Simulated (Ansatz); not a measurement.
## Hf/MoSe2/Hf: conductance against the thickness of the layer

How fast does the current through Hf/MoSe2/Hf fall with each added layer? Both electrodes are Hf hcp(0001); the barrier is MoSe2 2H layers (two layers in the relaxed core). In the first transport cell, after relaxation, the nearest pair of electrode and barrier is Hf–Se at 2.74 Å, along the normal, at the lower face and Hf–Se at 2.75 Å, along the normal, at the upper one. All share a net of side 3.3 Å, which strains the lower electrode by +3.1 % and the barrier by +0.0 %, against typed lattice constants near PBE's. The first steps treat the bulk electrodes alone.

Program: Ansatz 0.2.0. Level of theory: PBE+D3(BJ) DFT, plane waves, PAW files, in the first sound run; inputs show where later runs differ. Results are calculated unless marked as measured.

## (1) Set-up

Symmetry: P6_3/mmc, No. 194, hexagonal system. The conventional cell has a = 3.300 Å, b = 3.300 Å, c = 4.940 Å, α = 90.00°, β = 90.00°, γ = 120.00°. Nearest to Hf lie 12 Hf at 3.12 to 3.30 Å.

As a file:

```cif
data_structure
_symmetry_space_group_name_H-M 'P6_3/mmc'
_symmetry_Int_Tables_number 194
_cell_length_a 3.3000
_cell_length_b 3.3000
_cell_length_c 4.9395
_cell_angle_alpha 90.000
_cell_angle_beta 90.000
_cell_angle_gamma 120.000
_cell_volume 46.58
loop_
_atom_site_label
_atom_site_type_symbol
_atom_site_symmetry_multiplicity
_atom_site_Wyckoff_symbol
_atom_site_fract_x
_atom_site_fract_y
_atom_site_fract_z
_atom_site_occupancy
Hf1 Hf 2 d 0.33333 0.66667 0.75000 1
```

## (2) Layer spacing of the electrode

The electrode is held to the junction's net and relaxed along the normal; its spacing is used for the ideal lead layers.

Input file input.yaml:

```yaml
crystal:
  lattice:
    - [3.3, 0.0, 0.0]
    - [-1.65, 2.8578838325, 0.0]
    - [0.0, 0.0, 4.93953125]
  atoms:
    - { symbol: Hf, position: [0.0, 0.0, 0.0] }
    - { symbol: Hf, position: [0.3333333333, 0.6666666667, 0.5] }
kpoints:
  mp_grid: { grid: [12, 12, 6] }
scf:
  occupations: { method: fermi_dirac, width: 0.1 }
  max_iter: 150
hamiltonian:
  xc: pbe
  dispersion: d3bj
relax:
  f_tol: 0.01
  max_steps: 40
  cell: { fix: [a, b, angles] }
```

On the command line:

```
> ansatz run input.yaml --threads 4 --pin off --max-ram 10240MiB --backend cpu --events-out ev --progress --plain --runs-dir out
```

Numbers of over 12 decimals in the logs are rounded to 6 here.

The log of the run:

```text
Engine: ansatz 0.2.0, aarch64-unknown-linux-gnu
Pseudopotentials: kind: paw
Pseudopotential: Hf, paw, valence charge 26, recommended cutoff 420 eV (normal), Hf.paw.azcp
Functional definition: PBE
  parameter kappa = 0.804
  parameter beta = 0.066725
  exchange = pbe_x(kappa = kappa, mu = beta*pi^2/3)
  correlation = pbe_c(beta = beta)
Crystal: 2 atoms, lattice volume = 46.585 Å³
Basis set: ecut = 420 eV, 929 PW (Γ), exchange–correlation on 48×48×72 points (8 copies of the dense FFT grid, shifted against one another)
Bands: 32, of which v1, the nominal top of the filled ones, is band 26 counted from 1 (25 counted from 0)
Symmetry: 24 space group operations
Space group: P63/mmc (ITA 194), of the structure as read, at distance tolerance 3.6e-5 Å
k-points: 76 of 864
Non-local potential: Hf, projectors of the file, l = 0: 3, l = 1: 2, l = 2: 2, l = 3: 3
PAW form: soft (Blöchl's): semilocal exchange-correlation on the pseudo side does not see the compensation charge
PAW one-centre angular grid: Hf, 590 points (default); XC on 64 Gauss nodes
Initial density: superposition of atomic densities (neutral atoms: chi_scale 0, normalization atom), corrected by the library's trained network
Initial wavefunctions: pseudopotential atomic-orbital guess
Functional: x = pbe(κ = 0.804, μ = 0.219515), c = pbe(β = 0.066725)
SCF iter   1: F=—  HF=-31443.564891 eV  |F-HF|=—  |Δ(HF+E_count)|=         —  Δρ=3.03e-3  dr2=2.41e-3  ethr=1.77e-3  ⟨swp⟩=4.3  Hψ=7902  notcnv=0
preconditioner: auto → Kerker (q_TF=auto, 2.779 Å⁻¹)  [metal: Δε(μ)=0.047 eV  Ē_g=17.550 eV  σ=0.100 eV  W_gap=0.12  n_scr=22 (ndim 8)  ℏωp=37.7 eV  f_vac=0.000  D(μ)=1.60/eV (n_scr^D=8)]
SCF iter   2: F=—  HF=-31443.565260 eV  |F-HF|=—  |Δ(HF+E_count)|=   3.69e-4  Δρ=1.88e-3  dr2=1.01e-3  ethr=4.63e-6  ⟨swp⟩=2.2  Hψ=4505  notcnv=0
SCF iter   3: F=—  HF=-31443.565423 eV  |F-HF|=—  |Δ(HF+E_count)|=   1.62e-4  Δρ=3.02e-4  dr2=4.15e-5  ethr=1.94e-6  ⟨swp⟩=2.7  Hψ=3893  notcnv=0
SCF iter   4: F=—  HF=-31443.565413 eV  |F-HF|=—  |Δ(HF+E_count)|=   9.38e-6  Δρ=1.52e-4  dr2=7.01e-6  ethr=7.97e-8  ⟨swp⟩=2.0  Hψ=4433  notcnv=0
SCF iter   5: F=—  HF=-31443.565409 eV  |F-HF|=—  |Δ(HF+E_count)|=   4.25e-6  Δρ=5.38e-5  dr2=8.52e-7  ethr=1.35e-8  ⟨swp⟩=2.1  Hψ=3807  notcnv=0
SCF iter   6: F=-31443.565409 eV  HF=-31443.565409 eV  |F-HF|=1.08e-8  |Δ(HF+E_count)|=   2.72e-7  Δρ=1.36e-5  dr2=5.76e-8  ethr=1.92e-10  ⟨swp⟩=4.2  Hψ=12212  notcnv=0
SCF 1 converged in 6 iterations: F = -31443.565409 eV  dr2 = 5.76e-8
  greatest PAW one-centre occupation: 0.998 electrons in one spin orbital (limit 2), on the Hf atom at site 1 (counted from 0), in its partial waves of l = 0
relax step   1: F+E_penalty+E_count = -31443.56540916 eV  Δ(F+E_penalty+E_count) = +0.000e0 eV  max|allowed force component| = 5.551e-17 eV/Å  Δτ_max = 0.0000 Å  P = -6.084 GPa  Ω = 46.585 Å³  fix = [a, b, alpha, beta, gamma]  reactions: a -8.169, b -8.169 GPa  (6 SCF iters, dr2 threshold 1.00e-7 eV, accepted)
Crystal: 2 atoms, lattice volume = 45.748 Å³
Basis set: ecut = 420 eV, 917 PW (Γ), exchange–correlation on 48×48×72 points (8 copies of the dense FFT grid, shifted against one another)
Initial density: handed on by an earlier stage of this run
Initial wavefunctions: those handed on with the density
iter 1 solved again at ethr=1.28e-7 eV; its pass at ethr=3.10e-3 eV (dr2=6.65e-5 eV) is discarded
SCF iter   1: F=—  HF=-31443.566797 eV  |F-HF|=—  |Δ(HF+E_count)|=         —  Δρ=6.85e-4  dr2=7.35e-5  ethr=1.28e-7  ⟨swp⟩=3.0  Hψ=14574  notcnv=0
preconditioner: auto → Kerker (q_TF=auto, 2.787 Å⁻¹)  [metal: Δε(μ)=0.059 eV  Ē_g=17.557 eV  σ=0.100 eV  W_gap=0.15  n_scr=22 (ndim 8)  ℏωp=38.0 eV  f_vac=0.000  D(μ)=1.57/eV (n_scr^D=8)]
SCF iter   2: F=—  HF=-31443.566776 eV  |F-HF|=—  |Δ(HF+E_count)|=   2.11e-5  Δρ=3.68e-4  dr2=3.00e-5  ethr=1.28e-7  ⟨swp⟩=2.0  Hψ=4247  notcnv=0
SCF iter   3: F=—  HF=-31443.566778 eV  |F-HF|=—  |Δ(HF+E_count)|=   1.73e-6  Δρ=1.53e-4  dr2=8.11e-6  ethr=5.78e-8  ⟨swp⟩=2.0  Hψ=3893  notcnv=0
SCF iter   4: F=—  HF=-31443.566776 eV  |F-HF|=—  |Δ(HF+E_count)|=   1.70e-6  Δρ=6.67e-5  dr2=1.75e-6  ethr=1.56e-8  ⟨swp⟩=2.0  Hψ=4410  notcnv=0
SCF iter   5: F=—  HF=-31443.566775 eV  |F-HF|=—  |Δ(HF+E_count)|=   7.47e-7  Δρ=1.27e-5  dr2=8.19e-8  ethr=3.85e-10  ⟨swp⟩=3.1  Hψ=11101  notcnv=0
SCF iter   6: F=-31443.566775 eV  HF=-31443.566775 eV  |F-HF|=3.06e-10  |Δ(HF+E_count)|=   1.35e-8  Δρ=4.32e-6  dr2=6.06e-9  ethr=1.57e-10  ⟨swp⟩=4.0  Hψ=8672  notcnv=0
SCF 2 converged in 6 iterations: F = -31443.566775 eV  dr2 = 6.06e-9
relax step   2: F+E_penalty+E_count = -31443.56677547 eV  Δ(F+E_penalty+E_count) = -1.366e-3 eV  max|allowed force component| = 1.480e-16 eV/Å  Δτ_max = 0.0000 Å  P = -4.241 GPa  Ω = 45.748 Å³  energy of the carried Pulay correction = +2.144e-4 eV  fix = [a, b, alpha, beta, gamma]  reactions: a -7.120, b -7.120 GPa  (6 SCF iters, dr2 threshold 2.00e-7 eV, accepted)
Crystal: 2 atoms, lattice volume = 46.118 Å³
iter 1 solved again at ethr=2.96e-8 eV; its pass at ethr=3.10e-3 eV (dr2=1.54e-5 eV) is discarded
SCF iter   1: F=—  HF=-31443.568388 eV  |F-HF|=—  |Δ(HF+E_count)|=         —  Δρ=3.05e-4  dr2=1.42e-5  ethr=2.96e-8  ⟨swp⟩=3.3  Hψ=13321  notcnv=0
preconditioner: auto → Kerker (q_TF=auto, 2.783 Å⁻¹)  [metal: Δε(μ)=0.017 eV  Ē_g=17.566 eV  σ=0.100 eV  W_gap=0.04  n_scr=22 (ndim 8)  ℏωp=37.9 eV  f_vac=0.000  D(μ)=1.59/eV (n_scr^D=8)]
SCF iter   2: F=—  HF=-31443.568385 eV  |F-HF|=—  |Δ(HF+E_count)|=   3.38e-6  Δρ=1.61e-4  dr2=5.52e-6  ethr=2.73e-8  ⟨swp⟩=2.0  Hψ=4192  notcnv=0
SCF iter   3: F=—  HF=-31443.568385 eV  |F-HF|=—  |Δ(HF+E_count)|=   1.66e-7  Δρ=7.04e-5  dr2=1.56e-6  ethr=1.06e-8  ⟨swp⟩=2.0  Hψ=3623  notcnv=0
SCF iter   4: F=—  HF=-31443.568385 eV  |F-HF|=—  |Δ(HF+E_count)|=   2.24e-7  Δρ=2.87e-5  dr2=3.34e-7  ethr=3.00e-9  ⟨swp⟩=2.0  Hψ=4407  notcnv=0
SCF iter   5: F=-31443.568385 eV  HF=-31443.568385 eV  |F-HF|=1.40e-8  |Δ(HF+E_count)|=   1.49e-7  Δρ=5.40e-6  dr2=1.45e-8  ethr=3.85e-10  ⟨swp⟩=4.1  Hψ=8730  notcnv=0
SCF 3 converged in 5 iterations: F = -31443.568385 eV  dr2 = 1.45e-8
relax step   3: F+E_penalty+E_count = -31443.56838484 eV  Δ(F+E_penalty+E_count) = -1.609e-3 eV  max|allowed force component| = 9.252e-17 eV/Å  Δτ_max = 0.0000 Å  P = -5.079 GPa  Ω = 46.118 Å³  energy of the carried Pulay correction = +1.191e-4 eV  fix = [a, b, alpha, beta, gamma]  reactions: a -7.601, b -7.601 GPa  (5 SCF iters, dr2 threshold 2.00e-7 eV, accepted)
Initial wavefunctions: pseudopotential atomic-orbital guess (no wavefunctions were taken with the density)
iter 1 solved again at ethr=5.95e-9 eV; its pass at ethr=3.10e-3 eV (dr2=3.10e-6 eV) is discarded
SCF iter   1: F=—  HF=-31443.568265 eV  |F-HF|=—  |Δ(HF+E_count)|=         —  Δρ=1.70e-5  dr2=3.15e-8  ethr=5.95e-9  ⟨swp⟩=3.9  Hψ=16081  notcnv=0
preconditioner: auto → Kerker (q_TF=auto, 2.783 Å⁻¹)  [metal: Δε(μ)=0.018 eV  Ē_g=17.562 eV  σ=0.100 eV  W_gap=0.04  n_scr=22 (ndim 8)  ℏωp=37.9 eV  f_vac=0.000  D(μ)=1.59/eV (n_scr^D=8)]
SCF iter   2: F=—  HF=-31443.568265 eV  |F-HF|=—  |Δ(HF+E_count)|=   3.79e-7  Δρ=9.53e-6  dr2=1.80e-8  ethr=6.05e-11  ⟨swp⟩=3.0  Hψ=5322  notcnv=0
SCF iter   3: F=—  HF=-31443.568265 eV  |F-HF|=—  |Δ(HF+E_count)|=   2.06e-9  Δρ=6.20e-6  dr2=7.66e-9  ethr=3.45e-11  ⟨swp⟩=2.0  Hψ=3828  notcnv=0
SCF iter   4: F=—  HF=-31443.568265 eV  |F-HF|=—  |Δ(HF+E_count)|=   3.35e-9  Δρ=8.71e-7  dr2=4.83e-10  ethr=1.47e-11  ⟨swp⟩=2.0  Hψ=4245  notcnv=0
SCF iter   5: F=—  HF=-31443.568265 eV  |F-HF|=—  |Δ(HF+E_count)|=  1.20e-10  Δρ=1.67e-7  dr2=1.71e-11  ethr=1.00e-12  ⟨swp⟩=5.1  Hψ=14282  notcnv=0
SCF iter   6: F=-31443.568265 eV  HF=-31443.568265 eV  |F-HF|=1.46e-11  |Δ(HF+E_count)|=  7.28e-12  Δρ=6.64e-8  dr2=1.53e-12  ethr=1.00e-12  ⟨swp⟩=6.2  Hψ=11810  notcnv=0
SCF 4 converged in 6 iterations: F = -31443.568265 eV  dr2 = 1.53e-12
relax step   4: F+E_penalty+E_count = -31443.56826550 eV  Δ(F+E_penalty+E_count) = +1.193e-4 eV  max|allowed force component| = 1.018e-16 eV/Å  Δτ_max = 0.0000 Å  P = -5.079 GPa  Ω = 46.118 Å³  fix = [a, b, alpha, beta, gamma]  reactions: a -7.601, b -7.601 GPa  stress off target by 3.55e-2 GPa on what of the cell is left free  SCF on the basis re-selected at this cell (its energy is not comparable with the rows above)  (6 SCF iters)
basis re-selected at this cell: Δ(F+E_penalty+E_count) = +1.193e-4 eV, ΔP = -0.001 GPa vs the last step (what re-selecting the basis moved, of the pressure what is left beyond the Pulay correction that the steps carried, after the strain that the cell walked since its last selection, with what the two solves' SCF thresholds leave and, on support functions, any second-order correction that the steps lacked; it is no m [...]
SCF converged after 6 iterations
Free energy (F): -31443.568265 eV
Harris-Foulkes:  -31443.568265 eV  (|F-HF|=1.46e-11)
Internal energy: -31443.514076 eV  (E = F + TS)
E sigma→0 (E₀):  -31443.541171 eV
Entropy (-TS):   -0.054190 eV (-27.095 meV/atom)
Fermi energy:    19.253813 eV
--- Per-component energies (eV) ---
  E_band       = 34.449410
  E_kinetic    = 846.438684
  E_local      = -10323.904167  (includes V_loc(G=0)·N_el)
  E_nonlocal   = -2488.900338
  E_hartree    = 4843.788502
  E_xc         = -599.566628
  E_vxc        = -531.503359  (∫ρ·V_xc dr)
  E_paw        = -13855.196630  (= ΣΔE_a)
  E_vpaw       = 2844.741526  (= ΣTr[D̂ρ^β])
  E_aug_tail   = -0.000003  (compensation charges beyond the density's cutoff)
  E_ewald      = -9865.300449
  E_disp       = -0.873048  (pairwise vdW)
  E_smearing   = -0.054190  (= −TS)
  E_closure    = 0.000000  (closes the sum)
  Σ components = -31443.568265   (vs F -31443.568265, Δ=0.00e0)
--- Forces (eV/Å), atoms counted from 1 ---
  atom   1  Hf     0.00000000    -0.00000000     0.00000000
  atom   2  Hf     0.00000000     0.00000000     0.00000000
  max |Σ_I F_I| component: 5.55e-17 eV/Å
--- Stress (GPa, compression-positive) ---
       -7.601388       0.000000       0.000000
        0.000000      -7.601388       0.000000
        0.000000       0.000000      -0.035544
  P = ⅓ Tr σ = -5.0794 GPa (-50.794 kbar)
--- Relaxed structure (3 steps of the walk, 3 accepted, 1 SCFs on fresh bases) ---
  F+E_penalty+E_count = -31443.56826550 eV   max|allowed force component| = 1.018e-16 eV/Å   (the final SCF, on the basis selected at the relaxed cell)
  cell:  # Å, volume = 46.1183 Å³
    - [3.300000, 0, 0.0]
    - [-1.650000, 2.857884, 0.0]
    - [0.0, 0.0, 4.890068]
  atoms:
    - { symbol: Hf, position: [9.251858539620026e-18, -5.0885221963063406e-17, 0.0] }
    - { symbol: Hf, position: [0.333333, 0.666667, 0.5] }
```

The job ended after 4.3 s (4 threads of Arm Neoverse V2, shared host; peak memory 0.41 GiB).

Step by step:

```
step  energy less that of the first step (eV)  largest force component (eV/Å)  pressure (GPa)  volume (Å³)
   1                                   0.0000                          0.0000           -6.08        46.58
   2                                  -0.0014                          0.0000           -4.24        45.75
   3                                  -0.0030                          0.0000           -5.08        46.12
  4*                                  -0.0029                          0.0000           -5.08        46.12
```

Relaxation steps marked * repeat the geometry before them on a plane-wave basis chosen anew for their cell, so energy and pressure can jump there.

The run keeps the 24 symmetry operations that it works with, so distortions that break them were not tested.

| conventional cell, symmetrised | before | after | change |
| --- | --- | --- | --- |
| a (Å) | 3.300 | 3.300 | +0.0 % |
| b (Å) | 3.300 | 3.300 | +0.0 % |
| c (Å) | 4.940 | 4.890 | -1.0 % |
| volume (Å³/atom) | 23.29 | 23.06 | -1.0 % |

Final coordinates:

```xyz
2
Lattice="3.3000 0.0000 0.0000 -1.6500 2.8579 0.0000 0.0000 0.0000 4.8901" Properties=species:S:1:pos:R:3 pbc="T T T"
Hf    0.0000    0.0000    0.0000
Hf    0.0000    1.9053    2.4450
```

Numbers from this step:

| Quantity | Value |
| --- | --- |
| free energy | -31443.5683 eV |
| Fermi energy | 19.25 eV |
| pressure | -5.079 GPa |

The cell shrank by 1.0 % in volume.

(Continued in part 2 of 5.)

[Logs are printed without paths, hosts, clocks, repeated set-up lines and the standing remarks that a program may print on its own settings, such as how far it seeks lower states.]

[Hosts, paths, dates, database ids (printed as entryN), source tags and the programs' standing remarks are cut or masked in the printed files.]
